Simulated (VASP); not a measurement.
# NiO (R-3m) in VASP: a series of runs

One crystal, NiO, is run at these levels: PBE; tasks: relaxation of cell and atoms.

Program: VASP 6.6.1. These are calculated values, not measurements. Logs are shortened: lines on timing, memory, paths and dates and some standing lists are left out, and cuts for length are marked.

### Step 1. The structure

Symmetry: R-3m, No. 166, trigonal system. The conventional cell has a = 2.876 Å, b = 2.876 Å, c = 6.992 Å, α = 90.00°, β = 90.00°, γ = 120.00°. Ni (site symmetry -3m) is surrounded by 6 O at 2.03 Å. O (site symmetry -3m) is surrounded by 6 Ni at 2.03 Å.

The cell was built by a generator and needn't be a form met in nature.

### Step 2. Relaxation of cell and atoms, PBE

Contents of INCAR:

```
  PREC = Accurate
  ENCUT = 520
  EDIFF = 1E-7
  ISMEAR = 0
  SIGMA = 0.02
  LREAL = F
  LASPH = T
  NELM = 100
  ALGO = Fast
  ISIF = 3
  LWAVE = F
  LCHARG = F
  GGA = PE
  IBRION = 2
  NSW = 80
  EDIFFG = -0.002
```

Contents of KPOINTS:

```
Automatic mesh
0
Gamma
  15 15 15
```

Contents of POSCAR:

```
NiO
1.0
    1.4381403700      0.8303107300      2.3308059600
   -1.4381403700      0.8303107300      2.3308059600
    0.0000000000     -1.6606214600      2.3308059600
Ni O
1 1
Direct
    1.0000000000      0.0000000000      0.0000000000
    0.5000000000      0.5000000000      0.5000000000
```

Potentials or basis: VASP PAW PBE potentials, release 64 (Ni, O).

Command:

```bash
$ cat potpaw_PBE.64/Ni/POTCAR potpaw_PBE.64/O/POTCAR > POTCAR
$ mpirun -np 1 vasp_std > vasp.out
```

OUTCAR:

```text
PREC = Accurate
   ENCUT = 520
   EDIFF = 1E-7
   ISMEAR = 0
   LREAL = F
   LASPH = T
   NELM = 100
   ISIF = 3
   GGA = PE
   IBRION = 2
   NSW = 80
   EDIFFG = -0.002

 ion  position               nearest neighbor table
   1  0.000  0.000  0.000-   2 2.03   2 2.03   2 2.03   2 2.03   2 2.03   2 2.03
   2  0.500  0.500  0.500-   1 2.03   1 2.03   1 2.03   1 2.03   1 2.03   1 2.03

  LATTYP: Found a trigonal (rhomboedric) cell.
 ALAT       =     2.8618735219
 COS(alpha) =     0.4949531374

  Lattice vectors:

 A1 = (   1.4381403700,   0.8303107300,   2.3308059600)
 A2 = (  -1.4381403700,   0.8303107300,   2.3308059600)
 A3 = (   0.0000000000,  -1.6606214600,   2.3308059600)

Analysis of symmetry for initial positions (statically):
=====================================================================
 Subroutine PRICEL returns:
 Original cell was already a primitive cell.

 Routine SETGRP: Setting up the symmetry group for a
 trigonal (rhombohedral) supercell.

 Subroutine GETGRP returns: Found 12 space group operations
 (whereof 12 operations were pure point group operations)
 out of a pool of 12 trial point group operations.

The static configuration has the point symmetry D_3d.

Analysis of symmetry for dynamics (positions and initial velocities):
=====================================================================
 Subroutine PRICEL returns:
 Original cell was already a primitive cell.

 Routine SETGRP: Setting up the symmetry group for a
 trigonal (rhombohedral) supercell.

 Subroutine GETGRP returns: Found 12 space group operations
 (whereof 12 operations were pure point group operations)
 out of a pool of 12 trial point group operations.

The dynamic configuration has the point symmetry D_3d.

 Subroutine INISYM returns: Found 12 space group operations
 (whereof 12 operations are pure point group operations),
 and found     1 'primitive' translations

----------------------------------------------------------------------------------------

                                     Primitive cell

  volume of cell :      16.6993

  direct lattice vectors                    reciprocal lattice vectors
     1.438140370  0.830310730  2.330805960     0.347671208  0.200728066  0.143012048
    -1.438140370  0.830310730  2.330805960    -0.347671208  0.200728066  0.143012048
     0.000000000 -1.660621460  2.330805960     0.000000000 -0.401456131  0.143012048

[... 106 lines left out ...]
  Thomas-Fermi vector in A             =   2.708911
   LORBIT       =      0    0 simple, 1 ext, 2 COOP (PROOUT), +10 PAW based schemes
   GGA     = PE    functional components
   LHFCALC =     F    Hartree Fock is set to
   AEXX    =    0.0000 exact exchange contribution
   IVDW    =     0    specifies the selected vdW correction
   LEPSILON=     F    determine dielectric tensor
   LRPA    =     F    only Hartree local field effects (RPA)
 conjugate gradient relaxation of ions
 non-spin polarized calculation
 RMM-DIIS sequential band-by-band and
 Gauss-broadening in eV      SIGMA  =   0.02
  energy-cutoff  :      520.00
  volume of cell :       16.70
 maximum number of plane-waves:       462
 NGX is ok and might be reduce to    24
   NGX = 11   NGY = 11   NGZ = 11

--------------------------------------- Ionic step        1  -------------------------------------------

 number of electron      16.0000002 magnetization

 Free energy of the ion-electron system (eV)
  ---------------------------------------------------
  ext. energy  EPLUGINS =         0.00000000
  ---------------------------------------------------
  free energy    TOTEN  =       -11.30607173 eV

  energy without entropy =      -11.30531257  energy(sigma->0) =      -11.30569215

------------------------ aborting loop because EDIFF is reached ----------------------------------------

  FORCE on cell =-STRESS in cart. coord.  units (eV):
  Direction    XX          YY          ZZ          XY          YZ          ZX
  --------------------------------------------------------------------------------------
  -------------------------------------------------------------------------------------
  Total        1.9304644      1.9304644      1.9770450      0.0000000     -0.0000000     -0.0000000
  in kB      185.2136907    185.2136908    189.6827544      0.0000000     -0.0000000     -0.0000000
  external PRESSURE =     186.7033786 kB  Pullay stress =       0.0000000 kB
[... 275 lines left out ...]
--------------------------------------- Ionic step        9  -------------------------------------------

 number of electron      15.9999996 magnetization

 Free energy of the ion-electron system (eV)
  ---------------------------------------------------
  ext. energy  EPLUGINS =         0.00000000
  ---------------------------------------------------
  free energy    TOTEN  =       -11.37699772 eV

  energy without entropy =      -11.37635728  energy(sigma->0) =      -11.37667750

 E-fermi :   8.0688     XC(G=0): -12.7561

 val. band max:        8.0596126460   @ k =  -0.4667   0.4000   0.1333
 cond. band min:       8.0731735038   @ k =  -0.2667  -0.4667   0.0667
 fundamental gap:      0.0135608577
 Fermi energy:         8.0687886611

 k-point     1 :       0.0000    0.0000    0.0000
  band No.  band energies     occupation
      1     -12.5178      2.00000
      2       4.8835      2.00000
      3       4.8835      2.00000
      4       4.8865      2.00000
      5       6.1512      2.00000
      6       6.1512      2.00000
      7       6.1531      2.00000
      8       6.4842      2.00000
      9       6.4842      2.00000
     10       9.7491      0.00000
     11      25.9323      0.00000
     12      27.2372      0.00000
[... 331 lines left out ...]
 k-point    24 :       0.2000    0.1333    0.0000
  band No.  band energies     occupation
      1     -12.0999      2.00000
      2       2.4920      2.00000
      3       4.0174      2.00000
      4       4.0996      2.00000
      5       5.9871      2.00000
      6       6.5958      2.00000
      7       6.8497      2.00000
      8       7.0244      2.00000
      9       7.6741      2.00000
     10      12.0696      0.00000
     11      22.4787      0.00000
     12      24.3637      0.00000

 [... further k-points ...]

------------------------ aborting loop because EDIFF is reached ----------------------------------------

  FORCE on cell =-STRESS in cart. coord.  units (eV):
  Direction    XX          YY          ZZ          XY          YZ          ZX
  --------------------------------------------------------------------------------------
  -------------------------------------------------------------------------------------
  Total        0.0019661      0.0019661      0.0014571      0.0000000     -0.0000000      0.0000000
  in kB        0.1750154      0.1750154      0.1297073      0.0000000     -0.0000000      0.0000000
  external PRESSURE =       0.1599127 kB  Pullay stress =       0.0000000 kB
[... 17 lines left out ...]
  FREE ENERGIE OF THE ION-ELECTRON SYSTEM (eV)
  ---------------------------------------------------
  free  energy   TOTEN  =       -11.3769977220 eV

  energy  without entropy=      -11.3763572803  energy(sigma->0) =      -11.37667750

 reached required accuracy - stopping structural energy minimisation
```

OSZICAR:

```text
N       E                     dE             d eps       ncg     rms          rms(c)
DAV:   1     0.858221912268E+02    0.85822E+02   -0.81938E+03  8648   0.175E+03
DAV:   2    -0.793078724956E+01   -0.93753E+02   -0.84093E+02  8688   0.302E+02
DAV:   3    -0.133655963502E+02   -0.54348E+01   -0.52131E+01  9288   0.826E+01
[... 90 lines left out ...]
RMM:   4    -0.113770014188E+02    0.22581E-04   -0.31065E-05  8297   0.805E-02    0.167E-02
RMM:   5    -0.113769980338E+02    0.33850E-05   -0.59272E-06  8268   0.379E-02    0.520E-03
RMM:   6    -0.113769979341E+02    0.99684E-07   -0.33639E-06  8550   0.248E-02    0.283E-03
RMM:   7    -0.113769977464E+02    0.18768E-06   -0.70172E-07  7546   0.137E-02    0.121E-03
RMM:   8    -0.113769977220E+02    0.24430E-07   -0.16543E-07  5216   0.411E-03
   9 F= -.11376998E+02 E0= -.11376678E+02  d E =-.868593E-05
```

CONTCAR:

```text
NiO
   1.00000000000000
     1.4710058520860805    0.8492856249464495    2.4011076961701567
    -1.4710058520860805    0.8492856249464495    2.4011076961701567
    -0.0000000000000000   -1.6985712498928991    2.4011076961701567
  Ni              O
     1     1
Direct
     0.0000000000000000    0.0000000000000000    0.0000000000000000
     0.5000000000000000    0.5000000000000000    0.5000000000000000

  0.00000000E+00  0.00000000E+00  0.00000000E+00
  0.00000000E+00  0.00000000E+00  0.00000000E+00
```

Wall time 4.7 min (1 thread of Intel Xeon Platinum 8259CL at 2.50GHz (Skylake/Cascade Lake), shared host); peak memory 0.22 GiB.

What came out:

* Free energy: -11.3770 eV
* Relaxed volume: 9.00 Å³/atom
* Relaxed cell: a = 2.941 Å, b = 2.941 Å, c = 2.941 Å, α = 60.02°, β = 60.02°, γ = 60.02°
* Space group after relaxing (to 0.05 Å): Fm-3m (No. 225)
* Energy gained by relaxing: 35.5 meV/atom
* Ionic steps: 9
* Pressure after relaxing: 0.0 GPa
* Band gap on the k mesh: none (metal or under the smearing width)

The path:
```csv
step,energy change (eV),largest force (eV/Å),pressure (GPa),volume (Å³)
1,0.0000,0.0000,18.67,16.70
2,-0.0261,0.0000,-11.66,19.16
3,-0.0708,0.0000,-0.15,18.01
4,-0.0708,0.0000,0.23,17.98
5,-0.0708,0.0000,0.23,17.98
6,-0.0709,0.0000,0.16,17.98
7,-0.0709,0.0000,0.17,17.98
8,-0.0709,0.0000,-0.32,18.02
9,-0.0709,0.0000,0.02,18.00
```

Final structure:
```
Ni O
1.0
     1.47101    0.84929    2.40111
    -1.47101    0.84929    2.40111
     0.00000   -1.69857    2.40111
Ni O
1 1
Direct
  0.00000 0.00000 0.00000
  0.50000 0.50000 0.50000
```

Caveat: the run has no spin polarisation, though such a crystal can be magnetic; semilocal functionals often make such compounds metallic where correlation or magnetic order opens a gap, which also shifts bond lengths. Spin polarisation is off, so any magnetic state and its effect on volume and gap are missing.

### Step 3. Relaxation of cell and atoms, PBE

This run uses another cell than the first one, of 9.00 Å³/atom, 1.078 times its volume.

INCAR is that of step 2.

KPOINTS is that of step 2.

Contents of POSCAR:

```
NiO                                     
1.0
    1.4710058521      0.8492856249      2.4011076962
   -1.4710058521      0.8492856249      2.4011076962
   -0.0000000000     -1.6985712499      2.4011076962
  Ni              O             
     1     1
Direct
     0.0000000000000000    0.0000000000000000    0.0000000000000000
     0.5000000000000000    0.5000000000000000    0.5000000000000000
```

Potentials or basis: VASP PAW PBE potentials, release 64 (Ni, O).

Command:

```bash
$ cat potpaw_PBE.64/Ni/POTCAR potpaw_PBE.64/O/POTCAR > POTCAR
$ mpirun -np 1 vasp_std > vasp.out
```

OUTCAR:

```text
PREC = Accurate
   ENCUT = 520
   EDIFF = 1E-7
   ISMEAR = 0
   LREAL = F
   LASPH = T
   NELM = 100
   ISIF = 3
   GGA = PE
   IBRION = 2
   NSW = 80
   EDIFFG = -0.002

 ion  position               nearest neighbor table
   1  0.000  0.000  0.000-   2 2.08   2 2.08   2 2.08   2 2.08   2 2.08   2 2.08
   2  0.500  0.500  0.500-   1 2.08   1 2.08   1 2.08   1 2.08   1 2.08   1 2.08

  LATTYP: Found a trigonal (rhomboedric) cell.
 ALAT       =     2.9411668532
 COS(alpha) =     0.4997127085

  Lattice vectors:

 A1 = (   1.4710058521,   0.8492856249,   2.4011076962)
 A2 = (  -1.4710058521,   0.8492856249,   2.4011076962)
 A3 = (   0.0000000000,  -1.6985712499,   2.4011076962)

Analysis of symmetry for initial positions (statically):
=====================================================================
 Subroutine PRICEL returns:
 Original cell was already a primitive cell.

 Routine SETGRP: Setting up the symmetry group for a
 trigonal (rhombohedral) supercell.

 Subroutine GETGRP returns: Found 12 space group operations
 (whereof 12 operations were pure point group operations)
 out of a pool of 12 trial point group operations.

The static configuration has the point symmetry D_3d.

Analysis of symmetry for dynamics (positions and initial velocities):
=====================================================================
 Subroutine PRICEL returns:
 Original cell was already a primitive cell.

 Routine SETGRP: Setting up the symmetry group for a
 trigonal (rhombohedral) supercell.

 Subroutine GETGRP returns: Found 12 space group operations
 (whereof 12 operations were pure point group operations)
 out of a pool of 12 trial point group operations.

The dynamic configuration has the point symmetry D_3d.

 Subroutine INISYM returns: Found 12 space group operations
 (whereof 12 operations are pure point group operations),
 and found     1 'primitive' translations

[... 136 lines left out ...]

 number of electron      15.9999996 magnetization

 Free energy of the ion-electron system (eV)
  ---------------------------------------------------
  ext. energy  EPLUGINS =         0.00000000
  ---------------------------------------------------
  free energy    TOTEN  =       -11.37922704 eV

  energy without entropy =      -11.37858663  energy(sigma->0) =      -11.37890683

------------------------ aborting loop because EDIFF is reached ----------------------------------------

  FORCE on cell =-STRESS in cart. coord.  units (eV):
  Direction    XX          YY          ZZ          XY          YZ          ZX
  --------------------------------------------------------------------------------------
  -------------------------------------------------------------------------------------
  Total        0.0140593      0.0140593      0.0177310      0.0000000     -0.0000000      0.0000000
  in kB        1.2515352      1.2515352      1.5783858      0.0000000     -0.0000000      0.0000000
  external PRESSURE =       1.3604854 kB  Pullay stress =       0.0000000 kB
[... 275 lines left out ...]
--------------------------------------- Ionic step        9  -------------------------------------------

 number of electron      15.9999997 magnetization

 Free energy of the ion-electron system (eV)
  ---------------------------------------------------
  ext. energy  EPLUGINS =         0.00000000
  ---------------------------------------------------
  free energy    TOTEN  =       -11.37923232 eV

  energy without entropy =      -11.37859261  energy(sigma->0) =      -11.37891247

 E-fermi :   8.0552     XC(G=0): -12.7511

 val. band max:        8.0460165274   @ k =  -0.4667   0.4000   0.1333
 cond. band min:       8.0597711089   @ k =  -0.2667  -0.4667   0.0667
 fundamental gap:      0.0137545814
 Fermi energy:         8.0552476031

 k-point     1 :       0.0000    0.0000    0.0000
  band No.  band energies     occupation
      1     -12.5238      2.00000
      2       4.8743      2.00000
      3       4.8743      2.00000
      4       4.8765      2.00000
      5       6.1410      2.00000
      6       6.1410      2.00000
      7       6.1424      2.00000
      8       6.4733      2.00000
      9       6.4733      2.00000
     10       9.7307      0.00000
     11      25.9164      0.00000
     12      27.2179      0.00000
[... 331 lines left out ...]
 k-point    24 :       0.2000    0.1333    0.0000
  band No.  band energies     occupation
      1     -12.1061      2.00000
      2       2.4846      2.00000
      3       4.0093      2.00000
      4       4.0908      2.00000
      5       5.9770      2.00000
      6       6.5846      2.00000
      7       6.8382      2.00000
      8       7.0126      2.00000
      9       7.6609      2.00000
     10      12.0514      0.00000
     11      22.4618      0.00000
     12      24.3422      0.00000

 [... further k-points ...]

------------------------ aborting loop because EDIFF is reached ----------------------------------------

  FORCE on cell =-STRESS in cart. coord.  units (eV):
  Direction    XX          YY          ZZ          XY          YZ          ZX
  --------------------------------------------------------------------------------------
  -------------------------------------------------------------------------------------
  Total       -0.0008674     -0.0008674      0.0021389     -0.0000000     -0.0000000      0.0000000
  in kB       -0.0771456     -0.0771456      0.1902359     -0.0000000     -0.0000000      0.0000000
  external PRESSURE =       0.0119816 kB  Pullay stress =       0.0000000 kB
[... 17 lines left out ...]
  FREE ENERGIE OF THE ION-ELECTRON SYSTEM (eV)
  ---------------------------------------------------
  free  energy   TOTEN  =       -11.3792323238 eV

  energy  without entropy=      -11.3785926081  energy(sigma->0) =      -11.37891247

 reached required accuracy - stopping structural energy minimisation
```

OSZICAR:

```text
N       E                     dE             d eps       ncg     rms          rms(c)
DAV:   1     0.888087372596E+02    0.88809E+02   -0.82205E+03  8540   0.172E+03
DAV:   2    -0.752671166820E+01   -0.96335E+02   -0.86116E+02  8640   0.302E+02
DAV:   3    -0.134966316646E+02   -0.59699E+01   -0.57089E+01  9384   0.851E+01
DAV:   4    -0.135669806381E+02   -0.70349E-01   -0.70257E-01  9056   0.937E+00
[... 60 lines left out ...]
DAV:   1    -0.113792361158E+02   -0.34799E-05   -0.65592E-05  8828   0.138E-01    0.142E-02
RMM:   2    -0.113792330427E+02    0.30731E-05   -0.11620E-05  8398   0.510E-02    0.849E-03
RMM:   3    -0.113792326941E+02    0.34866E-06   -0.32594E-06  8371   0.241E-02    0.483E-03
RMM:   4    -0.113792323896E+02    0.30447E-06   -0.44223E-07  7039   0.971E-03    0.188E-03
RMM:   5    -0.113792323238E+02    0.65847E-07   -0.91750E-08  4592   0.472E-03
   9 F= -.11379232E+02 E0= -.11378912E+02  d E =0.286233E-06
```

CONTCAR:

```text
NiO
   1.00000000000000
     1.4713773202049365    0.8495000921105448    2.4019677294953743
    -1.4713773202049365    0.8495000921105448    2.4019677294953743
    -0.0000000000000000   -1.6990001843211506    2.4019677294953867
  Ni              O
     1     1
Direct
     0.0000000000000000    0.0000000000000000    1.0000000000000000
     0.5000000000000000    0.5000000000000000    0.5000000000000000

  0.00000000E+00  0.00000000E+00  0.00000000E+00
  0.00000000E+00  0.00000000E+00  0.00000000E+00
```

Run time: 3 min. Hardware: 1 thread of Intel Xeon Platinum 8259CL at 2.50GHz (Skylake/Cascade Lake), shared host; peak memory 0.21 GiB.

What came out:

```yaml
Free_energy: -11.3792 eV
Relaxed_volume: 9.01 Å³/atom
Relaxed_cell: a = 2.942 Å, b = 2.942 Å, c = 2.942 Å, α = 60.01°, β = 60.01°, γ = 60.01°
Space_group_after_relaxing_to_0.05_Å: Fm-3m (No. 225)
Energy_gained_by_relaxing: 0.0 meV/atom
Ionic_steps: 9
Pressure_after_relaxing: 0.0 GPa
Band_gap_on_the_k_mesh: none (metal or under the smearing width)
```

Final structure:
```xyz
2
Lattice="1.4714 0.8495 2.4020 -1.4714 0.8495 2.4020 0.0000 -1.6990 2.4020" Properties=species:S:1:pos:R:3 pbc="T T T"
Ni    0.0000   -1.6990    2.4020
O     0.0000    0.0000    3.6030
```

Caveat: the run has no spin polarisation, though such a crystal can be magnetic; semilocal functionals often make such compounds metallic where correlation or magnetic order opens a gap, which also shifts bond lengths. With open d or f shells a metallic result of PBE can be an artefact of self-interaction; +U or a hybrid may open a gap.
